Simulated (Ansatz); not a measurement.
**Thermal expansion of Ir from its phonons**

Computed with Ansatz 0.2.0, DFT PBE, scalar-relativistic, plane waves, PAW. Cutoff 420 eV, 20×20×20 k-points (Γ-centred), Fermi-Dirac smearing of 0.15 eV. No spin polarisation. Phonons by linear response, acoustic sum rule imposed.

The cell, relaxed at this level:
```cif
data_structure
_symmetry_space_group_name_H-M 'P 1'
_symmetry_Int_Tables_number 1
_cell_length_a 2.7386
_cell_length_b 2.7386
_cell_length_c 2.7386
_cell_angle_alpha 60.000
_cell_angle_beta 60.000
_cell_angle_gamma 60.000
_cell_volume 14.52
loop_
_atom_site_label
_atom_site_type_symbol
_atom_site_fract_x
_atom_site_fract_y
_atom_site_fract_z
_atom_site_occupancy
Ir1 Ir 0.00000 0.00000 0.00000 1
```

In a metal, frequencies depend on the k mesh and the smearing, soft modes most. Spin–orbit coupling is left out, which can shift energies with elements as heavy as these.

Phonons on a 2×2×2 q mesh at 0.98, 1 and 1.02 times the equilibrium volume give γ = −d ln ν/d ln V, modes matched by rank. The cell has V = 14.52 Å³ with 1 atom and B = 345 GPa. Points of the mesh (fractions of the reciprocal vectors) with their weights out of 8; the acoustic modes at Γ are left out:

| q | weight | ν (cm⁻¹) | γ | degeneracy |
| --- | --- | --- | --- | --- |
| 0.00 0.00 -0.50 | 4 | 108 | 2.10 | 2 |
| 0.00 0.00 -0.50 | 4 | 189 | 3.06 | 1 |
| 0.00 -0.50 -0.50 | 3 | 138 | 2.65 | 2 |
| 0.00 -0.50 -0.50 | 3 | 180 | 3.15 | 1 |

**Question.** Work out the volume expansion coefficient at 50, 100, 300 and 800 K in Grüneisen's theory.

**Answer.** Each mode holds c = k_B x² eˣ/(eˣ − 1)², x = hcν/k_BT (k_B = 0.695 cm⁻¹/K). Weighted over the mesh, C_V = Σ c, γ̄ = Σ cγ/C_V and α_V = γ̄ C_V/(BV):
```json
{"T (K)": "50", "C_V (k_B a cell)": "0.83", "γ̄": "2.40", "α_V (10⁻⁶/K)": "5.5"}
{"T (K)": "100", "C_V (k_B a cell)": "1.87", "γ̄": "2.53", "α_V (10⁻⁶/K)": "13.0"}
{"T (K)": "300", "C_V (k_B a cell)": "2.52", "γ̄": "2.58", "α_V (10⁻⁶/K)": "18.0"}
{"T (K)": "800", "C_V (k_B a cell)": "2.61", "γ̄": "2.59", "α_V (10⁻⁶/K)": "18.6"}
```

The classical limit of C_V is 3n = 3 k_B, less the 3/8 k_B of the three modes left out, which leaves C_V and α_V about 12 % low even at high temperature. All γ are positive, so the crystal expands at every temperature. For a cubic crystal the linear coefficient is a third of α_V. A mesh this coarse misses long acoustic waves, so the low-temperature rows are rough; B and γ are held at their static values, and the electrons' part is left out.

**Question.** The zero-point energy of the cell, summed on a denser interpolated mesh, is 26.080, 24.716 and 23.389 meV at the three volumes. How far does it expand the lattice at 0 K?

**Answer.** P_zp = −dE_zp/dV = 2.691 meV / (0.581 Å³) × 0.16022 GPa Å³/meV = 0.742 GPa, so ΔV/V = P_zp/B = 0.22 %. This share is taken off a measured low-temperature volume before it is compared with a static calculation.

Cost: 6 runs of about 3 core-minutes in all, on Intel Xeon 6975P-C (Granite Rapids) (shared hosts).

The rise in expansion from 5.5 to 18.0 × 10⁻⁶/K between 50 and 300 K is mainly the thermal population of the modes: C_V triples, while γ̄ only goes from 2.40 to 2.58. That small drift arises because the transverse modes, which are excited first, have the lower γ at both wavevectors. Longitudinal modes stretch and compress nearest-neighbour bonds more directly, which probably makes them more sensitive to volume. Expansion stays modest despite the large γ because the partly filled 5d band binds strongly and gives a high bulk modulus.

The frequencies themselves look too low for iridium, closer to those of the much softer platinum. As the bulk modulus is realistic, the likely cause is the linear-response force constants rather than the functional. Modes that are too soft fill too early, exaggerating expansion in the cold, and, for a given γ, make the zero-point expansion too small. Near the classical limit the frequencies largely drop out, so a plausible room-temperature coefficient doesn't validate the phonon spectrum.
